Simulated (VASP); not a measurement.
Set up this calculation in VASP 6.6.1, as the native input.

```
Task                   : band structure
Functional             : TB-mBJ
Potentials or basis    : VASP PAW PBE potentials, release 64 (Cd, In_d, O)
Cutoff                 : 520 eV
k mesh                 : 6 × 6 × 6
Occupations            : gaussian, width 0.03 eV
Spin                   : no spin polarisation
Further INCAR settings : ALGO = Normal; EDIFF = 1e-06
```

Crystal: CdIn2O4.

```
Cd In O
1.0
     0.00000    4.60293    4.60293
     4.60293    0.00000    4.60293
     4.60293    4.60293    0.00000
Cd In O
2 4 8
Direct
  0.00000 0.00000 0.00000
  0.25000 0.25000 0.25000
  0.62500 0.62500 0.62500
  0.12500 0.62500 0.62500
  0.62500 0.62500 0.12500
  0.62500 0.12500 0.62500
  0.86209 0.86209 0.86209
  0.83626 0.38791 0.38791
  0.86209 0.86209 0.41374
  0.38791 0.83626 0.38791
  0.41374 0.86209 0.86209
  0.38791 0.38791 0.38791
  0.86209 0.41374 0.86209
  0.38791 0.38791 0.83626
```

These files were run (other wordings do the same):

POSCAR

```
CdIn2O4                                 
1.0
    0.0000000000      4.6029269421      4.6029269421
    4.6029269421      0.0000000000      4.6029269421
    4.6029269421      4.6029269421      0.0000000000
  Cd              In              O             
     2     4     8
Direct
     0.0000000000000000    0.0000000000000000    0.0000000000000000
     0.2500000000000000    0.2500000000000000    0.2500000000000000
     0.6250000000000000    0.6250000000000000    0.6250000000000000
     0.1250000000000000    0.6250000000000000    0.6250000000000000
     0.6250000000000000    0.6250000000000000    0.1250000000000000
     0.6250000000000000    0.1250000000000000    0.6250000000000000
     0.8620871070017699    0.8620871070017699    0.8620871070017699
     0.8362613210053027    0.3879128929982301    0.3879128929982301
     0.8620871070017699    0.8620871070017699    0.4137386789946973
     0.3879128929982301    0.8362613210053027    0.3879128929982301
     0.4137386789946973    0.8620871070017699    0.8620871070017699
     0.3879128929982301    0.3879128929982301    0.3879128929982301
     0.8620871070017699    0.4137386789946973    0.8620871070017699
     0.3879128929982301    0.3879128929982301    0.8362613210053027
```

INCAR.step1

```
SYSTEM = CdIn2O4
PREC     = Accurate       ! precision mode
ENCUT    = 520            ! plane-wave cutoff, eV
EDIFF    = 1E-5           ! SCF threshold, eV
ISMEAR   = 0              ! smearing method
SIGMA    = 0.03           ! smearing width, eV
LREAL    = .FALSE.        ! projectors in reciprocal space
LASPH    = .TRUE.         ! aspherical terms in the spheres
NELM     = 80             ! most SCF steps
ALGO     = Normal         ! electronic algorithm
ISIF     = 2              ! what is computed and relaxed
LWAVE    = .TRUE.         ! write WAVECAR
LCHARG   = .FALSE.        ! write CHGCAR
KPAR     = 4            
GGA      = PE             ! functional
```

INCAR.step2

```
SYSTEM = CdIn2O4
PREC     = Accurate       ! precision mode
ENCUT    = 520            ! plane-wave cutoff, eV
EDIFF    = 1E-6           ! SCF threshold, eV
ISMEAR   = 0              ! smearing method
SIGMA    = 0.03           ! smearing width, eV
LREAL    = .FALSE.        ! projectors in reciprocal space
LASPH    = .TRUE.         ! aspherical terms in the spheres
NELM     = 80             ! most SCF steps
ALGO     = Normal         ! electronic algorithm
ISIF     = 2              ! what is computed and relaxed
LWAVE    = .FALSE.        ! write WAVECAR
LCHARG   = .FALSE.        ! write CHGCAR
METAGGA  = MBJ            ! meta-GGA
KPAR     = 4            
ISTART   = 1
```

KPOINTS

```
regular mesh
0
G
  6 6 6
  0 0 0
```

KPOINTS_OPT

```
explicit points
202
Reciprocal
 0.0000000000  0.0000000000  0.0000000000 1
 0.0555555556  0.0000000000  0.0555555556 1
 0.1111111111  0.0000000000  0.1111111111 1
 0.1666666667  0.0000000000  0.1666666667 1
 0.2222222222  0.0000000000  0.2222222222 1
 0.2777777778  0.0000000000  0.2777777778 1
[... 194 lines left out ...]
 0.4819481000  0.0180519000  0.5000000000 1
 0.5180519000 -0.0180519000  0.5000000000 1
```

Potentials or basis: VASP PAW PBE potentials, release 64 (Cd, In_d, O).

Launch:

```console
$ cat potpaw_PBE.64/Cd/POTCAR potpaw_PBE.64/In_d/POTCAR potpaw_PBE.64/O/POTCAR > POTCAR
$ cp INCAR.step1 INCAR
$ mpirun -np 4 vasp_std > vasp.out
$ cp INCAR.step2 INCAR
$ mpirun -np 4 vasp_std > vasp.out
```

It gave:

| Item | Value |
| --- | --- |
| Band gap on the k mesh | 3.07 eV, indirect (least direct gap 3.10 eV) |
| Band gap along the path | 3.07 eV, indirect (least direct gap 3.10 eV) |

Caveat: spin-orbit coupling is left out, which moves the levels of the heavy elements.

It took 11 min on 4 MPI ranks on Intel(R) Xeon(R) 6975P-C (Granite Rapids) (shared host), peak memory 0.58 GiB a rank.
